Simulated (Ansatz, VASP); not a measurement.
NaF in VASP and in Ansatz

File INCAR:

```
PREC = Accurate
ENCUT = 520
EDIFF = 1E-6
ISMEAR = -1
SIGMA = 0.02
LREAL = F
LASPH = T
NELM = 100
ALGO = Fast
ISIF = 2
LWAVE = F
LCHARG = F
GGA = PE
NBANDS = 14
```

KPOINTS

```
Automatic mesh
0
Gamma
  10 10 10
```

File POSCAR:

```
NaF
1.0
    2.8416262610      0.0481410616      0.0481410616
    0.0481410616      2.8416262610      0.0481410616
    0.0481410616      0.0481410616      2.8416262610
Na F
1 1
Direct
    0.0000000000      0.0000000000      0.0000000000
    0.5000000000      0.5000000000      0.5000000000
```

Input for Ansatz:

```yaml
crystal:
  lattice:
    - [2.841626261, 0.0481410616, 0.0481410616]
    - [0.0481410616, 2.841626261, 0.0481410616]
    - [0.0481410616, 0.0481410616, 2.841626261]
  atoms:
    - { symbol: Na, position: [0.0, 0.0, 0.0] }
    - { symbol: F, position: [0.5, 0.5, 0.5] }
kpoints:
  mp_grid: { grid: [10, 10, 10] }
  band_path:
    path: [[0.0, 0.0, 0.0], [0.0, 0.5, 0.0], [0.5, 0.5, 0.0], [0.5, 0.5, 0.5]]
    npoints: 1
hamiltonian:
  xc: pbe
scf:
  occupations: { method: fermi_dirac, width: 0.02 }
  n_extra_bands: 4
output:
  forces: true
  stress: true
  eigenvalues: true
```

Change from the starting cell: shear_111 strain +5.2%.

Alike in both runs: task single point; functional PBE; k mesh 10 × 10 × 10; occupations fermi-dirac, width 0.02 eV; no spin polarisation.

|  | VASP | Ansatz |
| --- | --- | --- |
| version | VASP 6.6.1 | Ansatz 0.2.0 |
| potentials or method | VASP PAW PBE potentials, release 64 (Na_pv, F) | plane waves, PAW |
| plane-wave cutoff (eV) | 520 | 420 |
| valence electrons in the cell | 14 | 16 |

```csv
,VASP,Ansatz,Ansatz less VASP
gap on the k mesh at the Fermi level (eV),5.80,5.82,+0.017
pressure (GPa),1.1,1.5,+0.33
largest component of the traceless stress (GPa),0.05,0.06,+0.014
```

The two sets of potentials don't hold the same shells in valence.

A k mesh can miss the band edges.
